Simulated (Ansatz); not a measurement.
# A strain series on RbBr (zincblende): xy shear, engineering strain (angle)

RbBr in the zincblende structure, relaxed with r2SCAN in Ansatz, then strained (xy shear, engineering strain (angle); angles, axes as in the cell below) with the atoms relaxed again within the symmetry that is left. The symmetry is F-43m (No. 216, cubic); a = 7.739 Å in the conventional setting, 57.94 Å³ an atom. Around Rb lie 4 Br at 3.35 Å; around Br lie 4 Rb at 3.35 Å. No spin polarisation. The prototype was imposed, so other structures may be more stable.

```yaml
crystal:
  lattice:
    - [0.00000, 3.86950, 3.86950]
    - [3.86950, 0.00000, 3.86950]
    - [3.86950, 3.86950, 0.00000]
  atoms:
    - { symbol: Rb, position: [0.00000, 0.00000, 0.00000] }
    - { symbol: Br, position: [0.25000, 0.25000, 0.25000] }
```

Gaps are the least over each mesh (PBE 6×6×6, r2SCAN 6×6×6, HSE06 4×4×4 when unstrained) and the special points, which keep their unstrained names; stress is the change from the unstrained cell, compression positive.

```csv
strain (%),"gap, PBE (eV)","gap, r2SCAN (eV)","gap, HSE06 (eV)","edges, HSE06","xy stress, r2SCAN (GPa)","energy rise, r2SCAN (meV/atom)"
-3.04,4.058,4.632,5.155,X → Γ,+0.06,0.3
-2.11,4.064,4.638,5.161,X → Γ,+0.04,0.1
-1.95,4.065,4.639,5.162,X → Γ,+0.04,0.1
-1.56,4.067,4.641,5.164,X → Γ,+0.03,0.1
0.0,4.075,4.649,5.172,X → Γ,0.00,0.0
```

The runs are scalar-relativistic, without spin-orbit coupling.

The meshes of the hybrids are coarse, so their gaps aren't converged to the digits shown.
